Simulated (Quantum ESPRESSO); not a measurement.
PtSe2 (Sudovikovite) in Quantum ESPRESSO: the effect of Hubbard term

PtSe2 (Sudovikovite):

```xyz
3
Lattice="3.7240 0.0000 0.0000 -1.8620 3.2251 0.0000 0.0000 0.0000 5.0620" Properties=species:S:1:pos:R:3 pbc="T T T"
Pt    0.0000    0.0000    0.0000
Se    1.8620    1.0750    3.7965
Se    0.0000    2.1501    1.2655
```

Alike in all runs:

| Item | Value |
| --- | --- |
| Program | Quantum ESPRESSO 7.5 |
| Task | single point |
| Functional | PBE |
| Potentials or basis | SSSP 1.3 efficiency PBE |
| Cutoff | 748 eV |
| Density cutoff | 5987 eV |
| k mesh | 8 × 8 × 5 |
| Occupations | fermi-dirac, width 0.05 eV |
| Spin | no spin polarisation |
| Hubbard projectors | atomic |
| Mixing beta | 0.3 |
| Most SCF iterations | 120 |
| SCF threshold | 6e-10 Ry |

```csv
Hubbard term,pressure (GPa),largest force (eV/Å)
none,7.1,0.59
Pt d U = 1 eV,6.8,0.56
Pt d U = 2 eV,6.4,0.53
Pt d U = 3 eV,6.2,0.51
Pt d U = 4 eV,5.9,0.49
Pt d U = 5 eV,?,?
Pt d U = 6 eV,5.4,0.45
Pt d U = 8 eV,5.0,0.43
```

Task: What does the run with Hubbard term Pt d U = 5 eV give?

Result: Pressure 5.6 GPa; largest force 0.47 eV/Å.

Worked out: A parabola through the other rows of the pressure, of slope -0.243 GPa per eV there, gives 5.6 GPa, against the run's 5.6. A parabola through the other rows of the largest force, of slope -0.0173 eV/Å per eV there, gives 0.47 eV/Å, against the run's 0.47.

Caveats: U without spin polarisation on a metal has little footing (some runs).
